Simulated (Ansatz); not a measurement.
Exact exchange in BaF2: computed gaps and pressures at one geometry

```xyz
3
Lattice="0.0000 3.1000 3.1000 3.1000 0.0000 3.1000 3.1000 3.1000 0.0000" Properties=species:S:1:pos:R:3 pbc="T T T"
Ba    0.0000    0.0000    0.0000
F     1.5500    1.5500    1.5500
F     4.6501    4.6501    4.6501
```

All runs: Ansatz, plane waves and PAW, scalar-relativistic (no spin–orbit coupling), 4×4×4 k-mesh, Gaussian smearing of 0.05 eV, no spin polarisation. Semilocal reference PBE: gap 6.83 eV, pressure 1.3 GPa. The hybrids carry no U.

(1) What gap and pressure does r2SCAN0 give at this geometry?

(2) And the other functionals?

Results:

(1) Gap 9.84 eV, pressure -0.7 GPa.

(2) 
```tsv
functional	gap	pressure (GPa)	cutoff (eV)	core-seconds
PBE0-type hybrid with an exact-exchange fraction of 0.1	7.89 eV	0.8	420	20
r2SCANh	8.37 eV	-0.4	500	30
PBE0	9.52 eV	0.1	420	21
r2SCAN0	9.84 eV	-0.7	500	31
PBE0-type hybrid with an exact-exchange fraction taken as 1/ε∞	11.44 eV	-0.6	420	45
LC-wPBE	14.27 eV	0.4	420	28
```

In the PBE0 form the gap grows almost linearly with the exact-exchange fraction, by 1.09 eV for each tenth. The dielectric-dependent PBE0 form takes the fraction 0.423 = 1/ε∞, that is ε∞ = 2.4. On shared hosts the hybrid runs at the reference's cutoff took roughly 16 to 36 times the core time of the semilocal one on the same mesh, with some more bands. Measured gap: 9.10 eV (a printed reference work (monograph)).

Caveats: core times come from shared hosts and scatter; functionals with much or all of the long-range exchange (Hartree–Fock, LC-wPBE, CAM-B3LYP) overshoot the gaps of most solids, bar the widest; gaps are read on a coarse mesh; stress loosely converged.

Within both the PBE0 and r2SCAN families, the gap widens as exact exchange is added. In this strongly ionic fluoride the valence-band top is mainly F 2p and the conduction band derives from Ba s and d states. Nonlocal exchange binds the compact, occupied fluoride states more deeply, while the empty cation states gain little from it. Weak electronic screening accounts for the large fraction in the dielectric-dependent hybrid, and LC-wPBE opens the gap furthest because its long-range exchange is not screened at all.

PBE0 lies closest to the measured 9.10 eV, but that doesn't establish it as the best description of the quasiparticle gap. If the measured value is an optical onset, electron–hole binding places it below the fundamental gap, and the 11.44 eV result would then overshoot by less than it seems. Pressure falls with added exchange in both families, probably because the fluoride density contracts and closed-shell repulsion weakens. LC-wPBE, with the widest gap yet a positive pressure, shows that gap opening and compression don't simply go together.
